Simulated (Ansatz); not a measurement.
## PbF2 (Fluorocronite) under changes of volume

One of the cells (17.354 Å³/atom); the others are scaled copies at fixed shape and fractional positions:

```xyz
3
Lattice="0.0000 2.9637 2.9637 2.9637 0.0000 2.9637 2.9637 2.9637 0.0000" Properties=species:S:1:pos:R:3 pbc="T T T"
Pb    0.0000    0.0000    0.0000
F     4.4455    4.4455    4.4455
F     1.4818    1.4818    1.4818
```

```yaml
Program: Ansatz 0.2.0
Functional: LDA
Potentials_or_basis: Ansatz PAW
Cutoff: "420 eV (not typed: the program's choice for these potentials)"
k_mesh: 8 × 8 × 8
Occupations: fermi-dirac, width 0.05 eV
Spin: no spin polarisation
```

| volume (Å³/atom) | energy over the lowest point (meV/atom) | pressure (GPa) | gap on the mesh (eV) |
| --- | --- | --- | --- |
| 16.313 | 0.00 | 0.2 | 4.25 |
| 16.660 | 1.44 | -1.6 | 4.25 |
| 17.007 | 6.58 | -3.1 | 4.26 |
| 17.354 | 14.97 | -4.5 | 4.26 |
| 17.701 | 26.06 | -5.8 | 4.26 |
| 18.048 | 39.69 | -6.8 | 4.26 |
| 18.395 | ? | ? | ? |

Problem. What does the run at 18.395 Å³/atom give?

Solution. Energy over the lowest point 55.69 meV/atom; pressure -7.8 GPa; gap on the mesh 4.24 eV.

Worked out: A Birch-Murnaghan fit of order 3 (a polynomial in V^(-2/3)) to the other rows has its minimum at 16.36 Å³/atom with B0 = V·E''(V) = 90 GPa and B' = 5.4. It gives 55.39 meV/atom at 18.395 Å³/atom, against the run's 55.69, and -dE/dV = -7.7 GPa, against -7.8. A straight line through the other rows of the gap, of slope 0.114 eV per unit of ln V, extrapolates to 4.26 eV, against the run's 4.24.

Energies are extrapolated to zero smearing.

Caveats: spin-orbit coupling is left out, which as a rule narrows the gap of such compounds by several tenths of an eV; the PAW data sets come from PBE, with cores solved anew for the run's functional, which leaves a small shift of forces and pressure.

A mesh can miss the band edges.
